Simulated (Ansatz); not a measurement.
# A computed series for LiCl: pressure series

The parent structure is LiCl in the rock salt structure (space group Fm-3m, No. 225; a = 5.1504 Å).

Cell and atoms are relaxed at each pressure.

All numbers come from plane-wave PAW DFT at the PBE level (Ansatz, a first-principles code, 420 eV), no SOC.

```json
[
 {"case": "base", "band gap": "6.26 eV", "density": "2.06 g/cm³"},
 {"case": "pressure −2 GPa", "band gap": "5.86 eV", "density": "1.91 g/cm³"},
 {"case": "pressure −1 GPa", "band gap": "6.07 eV", "density": "1.99 g/cm³"},
 {"case": "pressure 0.3 GPa", "band gap": "6.31 eV", "density": "2.08 g/cm³"},
 {"case": "pressure 0.7 GPa", "band gap": "6.38 eV", "density": "2.10 g/cm³"},
 {"case": "pressure 1.5 GPa", "band gap": "6.51 eV", "density": "2.15 g/cm³"},
 {"case": "pressure 3 GPa", "band gap": "6.73 eV", "density": "2.23 g/cm³"},
 {"case": "pressure 5 GPa", "band gap": "6.84 eV", "density": "2.33 g/cm³"},
 {"case": "pressure 7.5 GPa", "band gap": "6.87 eV", "density": "2.43 g/cm³"},
 {"case": "pressure 10 GPa", "band gap": "6.90 eV", "density": "2.53 g/cm³"}
]
```

Load acts through the strain it causes; cell and atoms are relaxed under it. Stability against distortions was not tested. No other phases were tried under pressure.
